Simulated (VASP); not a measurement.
## ZnS: relaxation of cell and atoms with LDA

ZnS:

```xyz
2
Lattice="0.0000 2.6482 2.6482 2.6482 0.0000 2.6482 2.6482 2.6482 0.0000" Properties=species:S:1:pos:R:3 pbc="T T T"
Zn    1.3241    1.3241    1.3241
S     0.0000    0.0000    0.0000
```

```yaml
Program: VASP 6.6.1
Task: relaxation of cell and atoms
Functional: LDA
Potentials_or_basis: VASP PAW LDA potentials, release 64 (Zn, S)
Cutoff: 350 eV
k_mesh: 6 × 6 × 6
Occupations: gaussian, width 0.02 eV
Spin: no spin polarisation
Further_INCAR_settings: ALGO = Normal; EDIFF = 1e-07; IBRION = 2; EDIFFG = -0.002; NSW = 80; ISIF = 3
```

```yaml
Relaxed_volume: 18.58 Å³/atom
Relaxed_cell: a = 3.746 Å, b = 3.746 Å, c = 3.746 Å, α = 60.00°, β = 60.00°, γ = 60.00°
Space_group_after_relaxing_to_0.05_Å: F-43m (No. 216)
Energy_gained_by_relaxing: 0.0 meV/atom
Ionic_steps: 2
Pressure_after_relaxing: 0.0 GPa
Band_gap_on_the_k_mesh: 2.15 eV, direct
```

Final structure:
```cif
data_structure
_symmetry_space_group_name_H-M 'P 1'
_symmetry_Int_Tables_number 1
_cell_length_a 3.7460
_cell_length_b 3.7460
_cell_length_c 3.7460
_cell_angle_alpha 60.000
_cell_angle_beta 60.000
_cell_angle_gamma 60.000
_cell_volume 37.17
loop_
_atom_site_label
_atom_site_type_symbol
_atom_site_fract_x
_atom_site_fract_y
_atom_site_fract_z
_atom_site_occupancy
Zn1 Zn 0.25000 0.25000 0.25000 1
S1 S 0.00000 0.00000 0.00000 1
```

Levels at points of the mesh, in eV from the valence-band top:
```
           k point  band 7  band 8  band 9  band 10  band 11  band 12
(0.00, 0.00, 0.00)    0.00    0.00    0.00     2.15     6.21     6.21
(0.50, 0.00, 0.00)   -5.78   -0.97   -0.97     3.23     6.75     6.75
(0.50, 0.50, 0.00)   -4.91   -2.47   -2.47     3.05     3.88    11.16
```

Run time: 4.9 s on 1 thread of Intel(R) Xeon(R) Platinum 8259CL CPU @ 2.50GHz (Skylake/Cascade Lake), on a shared host, peak memory 0.12 GiB.

A hybrid or GW would open this gap; LDA tends to underestimate it.
